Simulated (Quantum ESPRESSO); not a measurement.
Something may be wrong with this Quantum ESPRESSO 7.5 calculation of Gd.

File pw.in:

```
&CONTROL
  calculation = 'scf'
  prefix = 'pwscf'
  outdir = './tmp'
  pseudo_dir = './pseudo'
  tprnfor = .true.
  tstress = .true.
  disk_io = 'low'
/
&SYSTEM
  ibrav = 0
  nat = 1
  ntyp = 1
  ecutwfc = 55
  ecutrho = 440
  nbnd = 18
  input_dft = 'pbesol'
  occupations = 'smearing'
  smearing = 'fd'
  degauss = 0.00367493
  nspin = 2
  starting_magnetization(1) = 0.3889
/
&ELECTRONS
  conv_thr = 2d-10
  electron_maxstep = 100
  mixing_beta = 0.3
/
ATOMIC_SPECIES
Gd   157.2500 Gd.paw.z_18.atompaw.wentzcovitch.v1.2.upf
CELL_PARAMETERS bohr
  -2.0250000000    2.0250000000    2.0250000000
   2.0250000000   -2.0250000000    2.0250000000
   2.0250000000    2.0250000000   -2.0250000000
ATOMIC_POSITIONS crystal
Gd     0.0000000000    0.0000000000    0.0000000000
K_POINTS automatic
7 7 7 0 0 0
HUBBARD {ortho-atomic}
U Gd-4f 5.0
```

Potentials or basis: SSSP 1.3 efficiency PBE.

Launch:

```console
$ OMP_NUM_THREADS=1 pw.x -in pw.in > pw.out
```

pw.out:

```text
This program is part of the open-source Quantum ESPRESSO suite
     for quantum simulation of materials; please cite
         "P. Giannozzi et al., J. Phys.:Condens. Matter 21 395502 (2009);
         "P. Giannozzi et al., J. Phys.:Condens. Matter 29 465901 (2017);
         "P. Giannozzi et al., J. Chem. Phys. 152 154105 (2020);
     in publications or presentations arising from this work. More details at

     file Gd.paw.z_18.atompaw.wentzcovitch.v1.2.upf: wavefunction(s)  6S 0P 5D 0D 4F 0F renormalized

     IMPORTANT: XC functional enforced from input :
     Exchange-correlation= PBESOL
                           (   1   4  10   8   0   0   0)
     Any further DFT definition will be discarded
     Please, verify this is what you really want

     Message from routine setup:
     using ibrav=0 with symmetry is DISCOURAGED, use correct ibrav instead

     G-vector sticks info
[... 368 lines left out ...]
     occupation matrix ns (before diag.):
       0.759  0.000  0.000  0.000 -0.000  0.000  0.000
[... 25 lines left out ...]
     Number of occupied Hubbard levels =    8.5300

[... 244 lines left out ...]
     the Fermi energy is    80.4837 ev

!    total energy              =    -672.45065380 Ry
     total all-electron energy =      -672.450654 Ry
     estimated scf accuracy    <          3.9E-11 Ry
     smearing contrib. (-TS)   =      -0.00083629 Ry
     internal energy E=F+TS    =    -672.44981751 Ry

     The total energy is F=E-TS. E is the sum of the following terms:
     one-electron contribution =      91.94088631 Ry
     hartree contribution      =      13.09577393 Ry
     xc contribution           =     -26.48359127 Ry
     ewald contribution        =    -291.13867596 Ry
     Hubbard energy            =       0.53774458 Ry
     one-center paw contrib.   =    -460.40195510 Ry

     total magnetization       =     2.76 Bohr mag/cell
     absolute magnetization    =     2.80 Bohr mag/cell

     convergence has been achieved in  15 iterations

     Forces acting on atoms (cartesian axes, Ry/au):

     atom    1 type  1   force =     0.00000000    0.00000000    0.00000000

     Total force =     0.000000     Total SCF correction =     0.000000

     Computing stress (Cartesian axis) and pressure

          total   stress  (Ry/bohr**3)                   (kbar)     P=    34114.66
   0.23190677   0.00000000   0.00000000        34114.66        0.00        0.00
   0.00000000   0.23190677   0.00000000            0.00    34114.66        0.00
   0.00000000   0.00000000   0.23190677            0.00        0.00    34114.66

=------------------------------------------------------------------------------=
   JOB DONE.
=------------------------------------------------------------------------------=
```

Problem. Diagnose the run.

Solution. Self-consistency was reached. The input holds a flaw that was put in on purpose: cell typed in angstrom but marked bohr. The program doesn't stop on it, so the numbers can't be trusted though the run ends normally.
